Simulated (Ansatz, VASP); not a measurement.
## TePb: VASP beside Ansatz

File INCAR:

```
ALGO = Fast
EDIFF = 1E-6
ENCUT = 520
GGA = PE
ISIF = 2
ISMEAR = 0
LASPH = True
LCHARG = True
LELF = True
LREAL = False
LVHAR = True
LWAVE = False
NBANDS = 17
NELM = 100
PREC = Accurate
SIGMA = 0.1
```

KPOINTS

```
k-points
0
Gamma
  6 6 6
```

POSCAR

```
TePb
1.0
    0.0000000000      3.2270000000      3.2270000000
    3.2270000000      0.0000000000      3.2270000000
    3.2270000000      3.2270000000      0.0000000000
Te Pb
1 1
Direct
    0.5000000000      0.5000000000      0.5000000000
    0.0000000000      0.0000000000      0.0000000000
```

Input for Ansatz:

```yaml
crystal:
  lattice:
    - [0.0, 3.227, 3.227]
    - [3.227, 0.0, 3.227]
    - [3.227, 3.227, 0.0]
  atoms:
    - { symbol: Te, position: [0.5, 0.5, 0.5] }
    - { symbol: Pb, position: [0.0, 0.0, 0.0] }
basis:
  ecutwfc: 420
kpoints:
  mp_grid: { grid: [6, 6, 6] }
hamiltonian:
  xc: pbe
scf:
  occupations: { method: gaussian, width: 0.1 }
output:
  forces: true
  stress: true
  eigenvalues: true
```

Alike in both runs: task single point; functional PBE; k mesh 6 × 6 × 6; occupations gaussian, width 0.1 eV; no spin polarisation.

```csv
,VASP,Ansatz
version,VASP 6.6.1,Ansatz 0.2.0
potentials or method,"VASP PAW PBE potentials, release 64 (Te, Pb_d)","scalar-relativistic, plane waves, PAW"
plane-wave cutoff (eV),520,420
valence electrons in the cell,20,30
```

```csv
,VASP,Ansatz,Ansatz less VASP
gap on the k mesh at the Fermi level (eV),0.73,0.72,-0.005
least direct gap on the mesh (eV),0.73,0.72,-0.005
pressure (GPa),2.3,2.3,+0.05
```

The functional is the same, so the differences come from potentials, cutoffs and numerics. The two sets of potentials don't hold the same shells in valence.

Caveats: spin-orbit coupling is left out, which as a rule narrows the gap of such compounds by several tenths of an eV. A k mesh can miss the band edges.
